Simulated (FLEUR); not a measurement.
# Rh (P6_3/mmc) in FLEUR: a series of runs, part 2 of 2

FLEUR MaX-R8.1 (later development tree).

### Step 3. Equation of state, SCAN, 13.44 Å³/atom (volume scaled by 0.94)

Input file inp.xml:

```xml
<?xml version="1.0" encoding="UTF-8" standalone="no"?>
<fleurInput fleurInputVersion="0.39">
   <comment>
      Rh                                                                                                  
   </comment>
   <calculationSetup>
      <cutoffs Kmax="4.24" Gmax="13.2" GmaxXC="13.2" numbands="0"/>
      <scfLoop itmax="80" minDistance="0.0001" maxIterBroyd="30" imix="Anderson" alpha="0.05" precondParam="0.0" spinf="2.0" sdNocoIR="T"/>
      <coreElectrons ctail="F" frcor="F" kcrel="0" coretail_lmax="0"/>
      <xcFunctional name="LibXC" relativisticCorrections="F">
         <LibXCName exchange="mgga_x_scan" correlation="mgga_c_scan"/>
         <AuxGGA exchange="117" correlation="130"/>
      </xcFunctional>
      <magnetism jspins="1"/>
      <soc l_soc="F" theta="0.0" phi="0.0" spav="F"/>
      <expertModes spex="0" secvar="F"/>
      <geometryOptimization l_f="F" forcealpha="1.0" forcemix="BFGS" epsdisp="0.00001" epsforce="0.00001"/>
      <ldaU l_linMix="F" mixParam="0.05" spinf="1.0"/>
   </calculationSetup>
   <cell>
      <bzIntegration valenceElectrons="34.0" mode="hist" fermiSmearingEnergy="0.00183747">
         <kPointListSelection listName="default-1"/>
         <!-- k-points included here -->
         <xi:include xmlns:xi="http://www.w3.org/2001/XInclude" href="kpts.xml"> </xi:include>
      </bzIntegration>
      <!-- symmetry operations included here -->
      <xi:include xmlns:xi="http://www.w3.org/2001/XInclude" href="sym.xml"> </xi:include>
      <bulkLattice scale="0.9795861087">
         <bravaisMatrix>
            <row-1>    5.1608024417804259     0.0000000000000000     0.0000000000000000</row-1>
            <row-2>   -2.5804012208902130     4.4693860185926972     0.0000000000000000</row-2>
            <row-3>    0.0000000000000000     0.0000000000000000     8.3686313558037284</row-3>
         </bravaisMatrix>
      </bulkLattice>
   </cell>
   <atomSpecies>
      <species name="Rhodium (Rh)" element="Rh" atomicNumber="45">
         <mtSphere radius="2.31" gridPoints="787" logIncrement="0.016"/>
         <atomicCutoffs lmax="10" lnonsphr="10"/>
         <electronConfig flipSpins="F">
            <coreConfig>(1s1/2) (2s1/2) (2p1/2) (2p3/2) (3s1/2) (3p1/2) (3p3/2) (3d3/2) (3d5/2)</coreConfig>
            <valenceConfig>(4s1/2) (4p1/2) (4p3/2) (5s1/2) (4d3/2) (4d5/2)</valenceConfig>
            <stateOccupation state="(5s1/2)" spinUp="0.500000" spinDown="0.500000"/>
            <stateOccupation state="(4d3/2)" spinUp="1.600000" spinDown="1.600000"/>
            <stateOccupation state="(4d5/2)" spinUp="2.400000" spinDown="2.400000"/>
         </electronConfig>
         <energyParameters s="5" p="5" d="4" f="4"/>
         <lo type="SCLO" l="0" n="4" eDeriv="0"/>
         <lo type="SCLO" l="1" n="4" eDeriv="0"/>
         <lo type="SCLO" l="1" n="4" eDeriv="1"/>
         <lo type="SCLO" l="2" n="4" eDeriv="2"/>
         <lo type="SCLO" l="3" n="4" eDeriv="2"/>
      </species>
   </atomSpecies>
   <atomGroups>
      <atomGroup species="Rhodium (Rh)">
         <relPos label="                   1">1.000/3.000 -1.000/3.000 1.000/4.000</relPos>
         <relPos label="                   2">-1.000/3.000 1.000/3.000 -1.000/4.000</relPos>
         <force calculate="T" relaxXYZ="TTT"/>
      </atomGroup>
   </atomGroups>
   <output dos="F" band="F" slice="F">
      <checks vchk="F" cdinf="F"/>
      <bandDOS minEnergy="-.5*Htr" maxEnergy="0.5*Htr" sigma="0.015" storeEVData="T"/>
      <vacuumDOS vacdos="F" integ="F" star="F" nstars="0" locx1="0.0" locy1="0.0" locx2="0.0" locy2="0.0" nstm="0" tworkf="0.0"/>
      <unfoldingBand unfoldBand="F" supercellX="1" supercellY="1" supercellZ="1"/>
      <plotting iplot="0" polar="F">
         <plot TwoD="T" vec1="  1.0  0.0  0.0" vec2="  0.0  1.0  0.0" vec3="  0.0  0.0  1.0" zero="  0.0  0.0  0.0" file="plot"/>
      </plotting>
      <chargeDensitySlicing numkpt="0" minEigenval="0.0" maxEigenval="0.0" nnne="0" pallst="F"/>
      <specialOutput eonly="F"/>
      <moessbauerParams electricFieldGradient="T" isomerShift="T" coreHyperfine="T" valenceHyperfine="T"/>
      <magneticCircularDichroism mcd="F" energyLo="-10.0" energyUp="0.0"/>
   </output>
  <!-- We include the file relax.xml here to enable relaxations (see documentation) -->
  <xi:include xmlns:xi="http://www.w3.org/2001/XInclude" href="relax.xml"> <xi:fallback/> </xi:include>
</fleurInput>
```

Potentials or basis: all-electron, FLAPW.

Command:

```console
> inpgen -f crystal.txt -profile fastHighL
> # inp.xml edited to the form shown
> fleur_MPI
```

Log:

```text
Welcome to FLEUR        (www.flapw.de)
      MaX-Release 8.1          (www.max-centre.eu)
 func_ids         267         263         267         263
 MetaGGA potential functional detected - V_tau will be computed
 Auxiliary Potential for radial basis: exchange=         117  correlation=         130
The functional 'SCAN exchange of Sun, Ruzsinszky, and Perdew' is an exchange functional, it belongs to the 'MGGA' family and is defined in the reference(s):
[1] J. Sun, A. Ruzsinszky, and J. P. Perdew.,  Phys. Rev. Lett. 115, 036402 (2015)
The functional 'SCAN correlation of Sun, Ruzsinszky, and Perdew' is a correlation functional, it belongs to the 'MGGA' family and is defined in the reference(s):
[1] J. Sun, A. Ruzsinszky, and J. P. Perdew.,  Phys. Rev. Lett. 115, 036402 (2015)
 Using same functional for VXC and EXC

 ========== k-point set info ==========
 Selected k-point list: default-1
 k-point list type: mesh
 11 x 11 x 6
 Number of k points: 64

 ------------Calculation Setup---------------------------
 Number of MPI-tasks      :            1
 Number of PE/node        :            1
 Number of OMP-threads    :            1
 Most efficient MPI parallelization for:
           1           2           4           8          16          32          64
 Additional eigenvalue parallelization possible
 Number of basis functions:          318
 Approximate size of matrices (H+S) per k-point:         0.002 GB
 --------------------------------------------------------
The functional 'Hammer, Hansen, and Norskov' is an exchange functional, it belongs to the 'GGA' family and is defined in the reference(s):
[... 6 lines left out ...]
 Reset of history
 Reset of history
 Iteration:     1   Distance:      36.77731699 me/bohr^3
The functional 'Hammer, Hansen, and Norskov' is an exchange functional, it belongs to the 'GGA' family and is defined in the reference(s):
[1] B. Hammer, L. B. Hansen, and J. K. Nørskov.,  Phys. Rev. B 59, 7413 (1999)
The functional 'Perdew, Burke & Ernzerhof' is a correlation functional, it belongs to the 'GGA' family and is defined in the reference(s):
[1] J. P. Perdew, K. Burke, and M. Ernzerhof.,  Phys. Rev. Lett. 77, 3865 (1996)
[2] J. P. Perdew, K. Burke, and M. Ernzerhof.,  Phys. Rev. Lett. 78, 1396 (1997)
 Using same functional for VXC and EXC
 Iteration:     2   Distance:      34.24387160 me/bohr^3
The functional 'Hammer, Hansen, and Norskov' is an exchange functional, it belongs to the 'GGA' family and is defined in the reference(s):
[1] B. Hammer, L. B. Hansen, and J. K. Nørskov.,  Phys. Rev. B 59, 7413 (1999)
The functional 'Perdew, Burke & Ernzerhof' is a correlation functional, it belongs to the 'GGA' family and is defined in the reference(s):
[1] J. P. Perdew, K. Burke, and M. Ernzerhof.,  Phys. Rev. Lett. 77, 3865 (1996)
[2] J. P. Perdew, K. Burke, and M. Ernzerhof.,  Phys. Rev. Lett. 78, 1396 (1997)
 Using same functional for VXC and EXC
 Iteration:     3   Distance:      32.26549292 me/bohr^3
The functional 'Hammer, Hansen, and Norskov' is an exchange functional, it belongs to the 'GGA' family and is defined in the reference(s):
[1] B. Hammer, L. B. Hansen, and J. K. Nørskov.,  Phys. Rev. B 59, 7413 (1999)
The functional 'Perdew, Burke & Ernzerhof' is a correlation functional, it belongs to the 'GGA' family and is defined in the reference(s):
[1] J. P. Perdew, K. Burke, and M. Ernzerhof.,  Phys. Rev. Lett. 77, 3865 (1996)
[2] J. P. Perdew, K. Burke, and M. Ernzerhof.,  Phys. Rev. Lett. 78, 1396 (1997)
 Using same functional for VXC and EXC
 Iteration:     4   Distance:      12.81517412 me/bohr^3
The functional 'Hammer, Hansen, and Norskov' is an exchange functional, it belongs to the 'GGA' family and is defined in the reference(s):
[1] B. Hammer, L. B. Hansen, and J. K. Nørskov.,  Phys. Rev. B 59, 7413 (1999)
The functional 'Perdew, Burke & Ernzerhof' is a correlation functional, it belongs to the 'GGA' family and is defined in the reference(s):
[1] J. P. Perdew, K. Burke, and M. Ernzerhof.,  Phys. Rev. Lett. 77, 3865 (1996)
[2] J. P. Perdew, K. Burke, and M. Ernzerhof.,  Phys. Rev. Lett. 78, 1396 (1997)
 Using same functional for VXC and EXC
 Iteration:     5   Distance:       1.42655923 me/bohr^3
The functional 'Hammer, Hansen, and Norskov' is an exchange functional, it belongs to the 'GGA' family and is defined in the reference(s):
[1] B. Hammer, L. B. Hansen, and J. K. Nørskov.,  Phys. Rev. B 59, 7413 (1999)
The functional 'Perdew, Burke & Ernzerhof' is a correlation functional, it belongs to the 'GGA' family and is defined in the reference(s):
[1] J. P. Perdew, K. Burke, and M. Ernzerhof.,  Phys. Rev. Lett. 77, 3865 (1996)
[2] J. P. Perdew, K. Burke, and M. Ernzerhof.,  Phys. Rev. Lett. 78, 1396 (1997)
 Using same functional for VXC and EXC
 Iteration:     6   Distance:       1.24642921 me/bohr^3
The functional 'Hammer, Hansen, and Norskov' is an exchange functional, it belongs to the 'GGA' family and is defined in the reference(s):
[1] B. Hammer, L. B. Hansen, and J. K. Nørskov.,  Phys. Rev. B 59, 7413 (1999)
The functional 'Perdew, Burke & Ernzerhof' is a correlation functional, it belongs to the 'GGA' family and is defined in the reference(s):
[1] J. P. Perdew, K. Burke, and M. Ernzerhof.,  Phys. Rev. Lett. 77, 3865 (1996)
[2] J. P. Perdew, K. Burke, and M. Ernzerhof.,  Phys. Rev. Lett. 78, 1396 (1997)
 Using same functional for VXC and EXC
 Iteration:     7   Distance:       0.17364746 me/bohr^3
The functional 'Hammer, Hansen, and Norskov' is an exchange functional, it belongs to the 'GGA' family and is defined in the reference(s):
[1] B. Hammer, L. B. Hansen, and J. K. Nørskov.,  Phys. Rev. B 59, 7413 (1999)
The functional 'Perdew, Burke & Ernzerhof' is a correlation functional, it belongs to the 'GGA' family and is defined in the reference(s):
[1] J. P. Perdew, K. Burke, and M. Ernzerhof.,  Phys. Rev. Lett. 77, 3865 (1996)
[2] J. P. Perdew, K. Burke, and M. Ernzerhof.,  Phys. Rev. Lett. 78, 1396 (1997)
 Using same functional for VXC and EXC
 Iteration:     8   Distance:       0.12551131 me/bohr^3
The functional 'Hammer, Hansen, and Norskov' is an exchange functional, it belongs to the 'GGA' family and is defined in the reference(s):
[1] B. Hammer, L. B. Hansen, and J. K. Nørskov.,  Phys. Rev. B 59, 7413 (1999)
The functional 'Perdew, Burke & Ernzerhof' is a correlation functional, it belongs to the 'GGA' family and is defined in the reference(s):
[1] J. P. Perdew, K. Burke, and M. Ernzerhof.,  Phys. Rev. Lett. 77, 3865 (1996)
[2] J. P. Perdew, K. Burke, and M. Ernzerhof.,  Phys. Rev. Lett. 78, 1396 (1997)
 Using same functional for VXC and EXC
 Iteration:     9   Distance:       0.01780987 me/bohr^3
The functional 'Hammer, Hansen, and Norskov' is an exchange functional, it belongs to the 'GGA' family and is defined in the reference(s):
[1] B. Hammer, L. B. Hansen, and J. K. Nørskov.,  Phys. Rev. B 59, 7413 (1999)
The functional 'Perdew, Burke & Ernzerhof' is a correlation functional, it belongs to the 'GGA' family and is defined in the reference(s):
[1] J. P. Perdew, K. Burke, and M. Ernzerhof.,  Phys. Rev. Lett. 77, 3865 (1996)
[2] J. P. Perdew, K. Burke, and M. Ernzerhof.,  Phys. Rev. Lett. 78, 1396 (1997)
 Using same functional for VXC and EXC
 Iteration:    10   Distance:       0.01616766 me/bohr^3
The functional 'Hammer, Hansen, and Norskov' is an exchange functional, it belongs to the 'GGA' family and is defined in the reference(s):
[1] B. Hammer, L. B. Hansen, and J. K. Nørskov.,  Phys. Rev. B 59, 7413 (1999)
The functional 'Perdew, Burke & Ernzerhof' is a correlation functional, it belongs to the 'GGA' family and is defined in the reference(s):
[1] J. P. Perdew, K. Burke, and M. Ernzerhof.,  Phys. Rev. Lett. 77, 3865 (1996)
[2] J. P. Perdew, K. Burke, and M. Ernzerhof.,  Phys. Rev. Lett. 78, 1396 (1997)
 Using same functional for VXC and EXC
 Iteration:    11   Distance:       0.00315841 me/bohr^3
The functional 'Hammer, Hansen, and Norskov' is an exchange functional, it belongs to the 'GGA' family and is defined in the reference(s):
[1] B. Hammer, L. B. Hansen, and J. K. Nørskov.,  Phys. Rev. B 59, 7413 (1999)
The functional 'Perdew, Burke & Ernzerhof' is a correlation functional, it belongs to the 'GGA' family and is defined in the reference(s):
[1] J. P. Perdew, K. Burke, and M. Ernzerhof.,  Phys. Rev. Lett. 77, 3865 (1996)
[2] J. P. Perdew, K. Burke, and M. Ernzerhof.,  Phys. Rev. Lett. 78, 1396 (1997)
 Using same functional for VXC and EXC
 Iteration:    12   Distance:       0.00117097 me/bohr^3
The functional 'Hammer, Hansen, and Norskov' is an exchange functional, it belongs to the 'GGA' family and is defined in the reference(s):
[1] B. Hammer, L. B. Hansen, and J. K. Nørskov.,  Phys. Rev. B 59, 7413 (1999)
The functional 'Perdew, Burke & Ernzerhof' is a correlation functional, it belongs to the 'GGA' family and is defined in the reference(s):
[1] J. P. Perdew, K. Burke, and M. Ernzerhof.,  Phys. Rev. Lett. 77, 3865 (1996)
[2] J. P. Perdew, K. Burke, and M. Ernzerhof.,  Phys. Rev. Lett. 78, 1396 (1997)
 Using same functional for VXC and EXC
 Iteration:    13   Distance:       0.00096521 me/bohr^3
The functional 'Hammer, Hansen, and Norskov' is an exchange functional, it belongs to the 'GGA' family and is defined in the reference(s):
[1] B. Hammer, L. B. Hansen, and J. K. Nørskov.,  Phys. Rev. B 59, 7413 (1999)
The functional 'Perdew, Burke & Ernzerhof' is a correlation functional, it belongs to the 'GGA' family and is defined in the reference(s):
[1] J. P. Perdew, K. Burke, and M. Ernzerhof.,  Phys. Rev. Lett. 77, 3865 (1996)
[2] J. P. Perdew, K. Burke, and M. Ernzerhof.,  Phys. Rev. Lett. 78, 1396 (1997)
 Using same functional for VXC and EXC
 Iteration:    14   Distance:       0.00011701 me/bohr^3
The functional 'Hammer, Hansen, and Norskov' is an exchange functional, it belongs to the 'GGA' family and is defined in the reference(s):
[1] B. Hammer, L. B. Hansen, and J. K. Nørskov.,  Phys. Rev. B 59, 7413 (1999)
The functional 'Perdew, Burke & Ernzerhof' is a correlation functional, it belongs to the 'GGA' family and is defined in the reference(s):
[1] J. P. Perdew, K. Burke, and M. Ernzerhof.,  Phys. Rev. Lett. 77, 3865 (1996)
[2] J. P. Perdew, K. Burke, and M. Ernzerhof.,  Phys. Rev. Lett. 78, 1396 (1997)
 Using same functional for VXC and EXC
 Iteration:    15   Distance:       0.00002613 me/bohr^3

 ********************************************************************
 Run finished successfully
 Stop message:
   all done
 ********************************************************************
```

Wall time 60 s (1 thread of Intel Xeon Platinum 8259CL at 2.50GHz (Skylake/Cascade Lake), shared host); peak memory 0.09 GiB.

What came out:

| Quantity | Value |
| --- | --- |
| Free energy | -260455.4457 eV |
| Band gap on the k mesh | none (metal or under the smearing width) |
| Valence electrons inside the program's atomic spheres | Rh 15.27 (radii Rh 2.31 bohr) |

Caveat: the meta-GGA is that of a development version, with a GGA for the radial functions and cores and without core tails.

### Step 4. Equation of state, SCAN, 13.73 Å³/atom (volume scaled by 0.96)

inp.xml, as its differences from that of step 3:

```diff
@@ -27,3 +27,3 @@
       <xi:include xmlns:xi="http://www.w3.org/2001/XInclude" href="sym.xml"> </xi:include>
-      <bulkLattice scale="0.9795861087">
+      <bulkLattice scale="0.9864848297">
          <bravaisMatrix>
```

Command:

```console
> inpgen -f crystal.txt -profile fastHighL
> # inp.xml edited to the form shown
> fleur_MPI
```

It took 64 s on 1 thread of Intel Xeon Platinum 8259CL at 2.50GHz (Skylake/Cascade Lake), shared host; peak memory 0.09 GiB.

Results (log left out):

* Free energy: -260455.4481 eV
* Band gap on the k mesh: none (metal or under the smearing width)
* Valence electrons inside the program's atomic spheres: Rh 15.24 (radii Rh 2.31 bohr)

Caveat: the meta-GGA is that of a development version, with a GGA for the radial functions and cores and without core tails.

### Step 5. Equation of state, SCAN, 14.30 Å³/atom

inp.xml, as its differences from that of step 4:

```diff
@@ -27,3 +27,3 @@
       <xi:include xmlns:xi="http://www.w3.org/2001/XInclude" href="sym.xml"> </xi:include>
-      <bulkLattice scale="0.9864848297">
+      <bulkLattice scale="1.0000000000">
          <bravaisMatrix>
```

Command:

```console
> inpgen -f crystal.txt -profile fastHighL
> # inp.xml edited to the form shown
> fleur_MPI
```

Run time: 69 s. Hardware: 1 thread of Intel Xeon Platinum 8259CL at 2.50GHz (Skylake/Cascade Lake), shared host; peak memory 0.09 GiB.

The run converged. Its results:

```yaml
Free_energy: -260455.3928 eV
Band_gap_on_the_k_mesh: none (metal or under the smearing width)
Valence_electrons_inside_the_program's_atomic_spheres: Rh 15.18 (radii Rh 2.31 bohr)
```

Caveat: the meta-GGA is that of a development version, with a GGA for the radial functions and cores and without core tails.

### Step 6. Equation of state, SCAN, 14.87 Å³/atom (volume scaled by 1.04)

inp.xml, as its differences from that of step 5:

```diff
@@ -27,3 +27,3 @@
       <xi:include xmlns:xi="http://www.w3.org/2001/XInclude" href="sym.xml"> </xi:include>
-      <bulkLattice scale="1.0000000000">
+      <bulkLattice scale="1.0131594038">
          <bravaisMatrix>
```

Potentials or basis: all-electron, FLAPW.

Command:

```console
> inpgen -f crystal.txt -profile fastHighL
> # inp.xml edited to the form shown
> fleur_MPI
```

It took 75 s on 1 thread of Intel Xeon Platinum 8259CL at 2.50GHz (Skylake/Cascade Lake), shared host; peak memory 0.09 GiB.

The run converged. Its results:

* Free energy: -260455.2735 eV
* Band gap on the k mesh: none (metal or under the smearing width)
* Valence electrons inside the program's atomic spheres: Rh 15.13 (radii Rh 2.31 bohr)

Caveat: the meta-GGA is that of a development version, with a GGA for the radial functions and cores and without core tails.

### Step 7. Equation of state, SCAN, 15.16 Å³/atom (volume scaled by 1.06)

inp.xml, as its differences from that of step 6:

```diff
@@ -27,3 +27,3 @@
       <xi:include xmlns:xi="http://www.w3.org/2001/XInclude" href="sym.xml"> </xi:include>
-      <bulkLattice scale="1.0131594038">
+      <bulkLattice scale="1.0196128224">
          <bravaisMatrix>
```

Command:

```console
> inpgen -f crystal.txt -profile fastHighL
> # inp.xml edited to the form shown
> fleur_MPI
```

Wall time 87 s (1 thread of Intel Xeon Platinum 8259CL at 2.50GHz (Skylake/Cascade Lake), shared host); peak memory 0.09 GiB.

The run converged. Its results:

| Quantity | Value |
| --- | --- |
| Free energy | -260455.1948 eV |
| Band gap on the k mesh | none (metal or under the smearing width) |
| Valence electrons inside the program's atomic spheres | Rh 15.11 (radii Rh 2.31 bohr) |

Caveat: the meta-GGA is that of a development version, with a GGA for the radial functions and cores and without core tails.

### Step 8. Equation of state, SCAN

Potentials or basis: all-electron, FLAPW.

This step only gathers the single runs of the series.

What came out:

* Equilibrium volume: 13.62 Å³/atom
* Bulk modulus at fixed shape and positions: 293 GPa

Energy against volume, from the lowest point:
```tsv
volume (Å³/atom)	energy (meV/atom)
13.444	1.20
13.730	0.00
14.302	27.64
14.874	87.29
15.160	126.65
```

Caveat: the meta-GGA is that of a development version, with a GGA for the radial functions and cores and without core tails; the cell was scaled at fixed shape and fractional positions, which overstates the stiffness of a crystal with free parameters, most of all of layers and chains.
